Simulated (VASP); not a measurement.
Here is a VASP 6.6.1 calculation.

The input POSCAR:

```
C62N
1.0
    7.1400000000      0.0000000000      0.0000000000
    0.0000000000      7.1400000000      0.0000000000
    0.0000000000      0.0000000000      7.1400000000
N C
1 62
Direct
    0.6375900000      0.6375900000      0.6375900000
    0.6326450000      0.3643800000      0.3643800000
    0.3643800000      0.6326450000      0.3643800000
    0.3643800000      0.3643800000      0.6326450000
    0.5012000000      0.2503410000      0.2503410000
    0.4984050000      0.2520050000      0.7474340000
    0.4984050000      0.7474340000      0.2520050000
    0.5060330000      0.7497910000      0.7497910000
    0.2503410000      0.5012000000      0.2503410000
    0.2520050000      0.4984050000      0.7474340000
    0.7474340000      0.4984050000      0.2520050000
    0.7497910000      0.5060330000      0.7497910000
    0.2503410000      0.2503410000      0.5012000000
    0.2520050000      0.7474340000      0.4984050000
    0.7474340000      0.2520050000      0.4984050000
    0.7497910000      0.7497910000      0.5060330000
    0.1261310000      0.6242820000      0.6242820000
    0.6242820000      0.1261310000      0.6242820000
    0.6242820000      0.6242820000      0.1261310000
    0.1253590000      0.3751540000      0.3751540000
    0.6235900000      0.3773750000      0.8727850000
    0.6235900000      0.8727850000      0.3773750000
    0.3751540000      0.1253590000      0.3751540000
    0.3773750000      0.6235900000      0.8727850000
    0.8727850000      0.6235900000      0.3773750000
    0.3751540000      0.3751540000      0.1253590000
    0.3773750000      0.8727850000      0.6235900000
    0.8727850000      0.3773750000      0.6235900000
    0.9999650000      0.4998880000      0.4998880000
    0.4998880000      0.9999650000      0.4998880000
    0.4998880000      0.4998880000      0.9999650000
    0.1236090000      0.1236090000      0.6239660000
    0.1236090000      0.6239660000      0.1236090000
    0.6239660000      0.1236090000      0.1236090000
    0.1241080000      0.3754010000      0.8754640000
    0.1241080000      0.8754640000      0.3754010000
    0.6253090000      0.8765470000      0.8765470000
    0.3754010000      0.1241080000      0.8754640000
    0.8754640000      0.1241080000      0.3754010000
    0.8765470000      0.6253090000      0.8765470000
    0.3754010000      0.8754640000      0.1241080000
    0.8754640000      0.3754010000      0.1241080000
    0.8765470000      0.8765470000      0.6253090000
    0.0000573000      0.2501160000      0.2501160000
    0.9989280000      0.2509700000      0.7495550000
    0.9989280000      0.7495550000      0.2509700000
    0.0014057000      0.7500050000      0.7500050000
    0.2501160000      0.0000573000      0.2501160000
    0.2509700000      0.9989280000      0.7495550000
    0.7495550000      0.9989280000      0.2509700000
    0.7500050000      0.0014057000      0.7500050000
    0.2501160000      0.2501160000      0.0000573000
    0.2509700000      0.7495550000      0.9989280000
    0.7495550000      0.2509700000      0.9989280000
    0.7500050000      0.7500050000      0.0014057000
    0.1250520000      0.1250520000      0.1250520000
    0.1258710000      0.8746530000      0.8746530000
    0.8746530000      0.1258710000      0.8746530000
    0.8746530000      0.8746530000      0.1258710000
    0.9998960000      0.9998960000      0.4999790000
    0.9998960000      0.4999790000      0.9998960000
    0.4999790000      0.9998960000      0.9998960000
    0.0000745000      0.0000745000      0.0000745000
```

INCAR.step1

```
SYSTEM = C62N
PREC = Accurate ; ENCUT = 520
EDIFF = 1E-5 ; ISMEAR = 0
SIGMA = 0.02 ; LREAL = .False.
LASPH = .True. ; NELM = 60
ALGO = Normal ; ISIF = 2
LWAVE = .True. ; LCHARG = .False.
ISPIN = 2 ; MAGMOM = 0.5 0 0 0 0 0 0 0 0 0 0 0 0 0 0 0 0 0 0 0 0 0 0 0 0 0 0 0 0 0 0 0 0 0 0 0 0 0 0 0 0 0 0 0 0 0 0 0 0 0 0 0 0 0 0 0 0 0 0 0 0 0 0
LORBIT = 11 ; NUPDOWN = 2
NELECT = 254 ; GGA = PE
```

INCAR.step2

```
SYSTEM = C62N
PREC = Accurate ; ENCUT = 520
EDIFF = 1E-6 ; ISMEAR = 0
SIGMA = 0.02 ; LREAL = .False.
LASPH = .True. ; NELM = 60
ALGO = Normal ; ISIF = 2
LWAVE = .False. ; LCHARG = .False.
ISPIN = 2 ; MAGMOM = 0.5 0 0 0 0 0 0 0 0 0 0 0 0 0 0 0 0 0 0 0 0 0 0 0 0 0 0 0 0 0 0 0 0 0 0 0 0 0 0 0 0 0 0 0 0 0 0 0 0 0 0 0 0 0 0 0 0 0 0 0 0 0 0
LORBIT = 11 ; NUPDOWN = 2
GGA = PE ; LHFCALC = .True.
HFSCREEN = 0.2 ; PRECFOCK = Fast
LHYPERFINE = .True. ; NELECT = 254
ISTART = 1
```

Contents of KPOINTS:

```
Automatic mesh
0
Gamma
  1 1 1
  0 0 0
```

Potentials or basis: VASP PAW PBE potentials, release 64 (N, C).

The run is started by

```sh
$ cat potpaw_PBE.64/N/POTCAR potpaw_PBE.64/C/POTCAR > POTCAR
$ cp INCAR.step1 INCAR
$ mpirun -np 1 vasp_std > vasp.out
$ cp INCAR.step2 INCAR
$ mpirun -np 1 vasp_std > vasp.out
```

Question: Predict the largest force.

Answer: 0.255 eV/Å.

Forces in eV/Å, atoms in the order of the input:
```
N    0.147  0.147  0.147
C   -0.030  0.008  0.008
C    0.008 -0.030  0.008
C    0.008  0.008 -0.030
C   -0.022 -0.112 -0.112
C    0.018 -0.108  0.090
C    0.018  0.090 -0.108
C    0.054 -0.009 -0.009
C   -0.112 -0.022 -0.112
C   -0.108  0.018  0.090
C    0.090  0.018 -0.108
C   -0.009  0.054 -0.009
C   -0.112 -0.112 -0.022
C   -0.108  0.090  0.018
C    0.090 -0.108  0.018
C   -0.009 -0.009  0.054
C    0.029 -0.009 -0.009
C   -0.009  0.029 -0.009
C   -0.009 -0.009  0.029
C    0.036  0.009  0.009
C    0.005  0.011 -0.008
C    0.005 -0.008  0.011
C    0.009  0.036  0.009
C    0.011  0.005 -0.008
C   -0.008  0.005  0.011
C    0.009  0.009  0.036
C    0.011 -0.008  0.005
C   -0.008  0.011  0.005
C   -0.011  0.000  0.000
C    0.000 -0.011  0.000
C    0.000  0.000 -0.011
C    0.027  0.027 -0.023
C    0.027 -0.023  0.027
C   -0.023  0.027  0.027
C    0.030  0.033 -0.016
C    0.030 -0.016  0.033
C   -0.002 -0.017 -0.017
C    0.033  0.030 -0.016
C   -0.016  0.030  0.033
C   -0.017 -0.002 -0.017
C    0.033 -0.016  0.030
C   -0.016  0.033  0.030
C   -0.017 -0.017 -0.002
C   -0.004 -0.020 -0.020
C   -0.004 -0.020  0.007
C   -0.004  0.007 -0.020
C   -0.016  0.009  0.009
C   -0.020 -0.004 -0.020
C   -0.020 -0.004  0.007
C    0.007 -0.004 -0.020
C    0.009 -0.016  0.009
C   -0.020 -0.020 -0.004
C   -0.020  0.007 -0.004
C    0.007 -0.020 -0.004
C    0.009  0.009 -0.016
C    0.009  0.009  0.009
C    0.006  0.005  0.005
C    0.005  0.006  0.005
C    0.005  0.005  0.006
C   -0.005 -0.005 -0.016
C   -0.005 -0.016 -0.005
C   -0.016 -0.005 -0.005
C   -0.005 -0.005 -0.005
```

Caveat: the cell carries a net charge on a neutralising background, which shifts energy and pressure; the moment is held away from its start; the PAW data sets were made with another functional, which shifts forces and pressure a little; the total moment is fixed, so each spin has its own Fermi level.
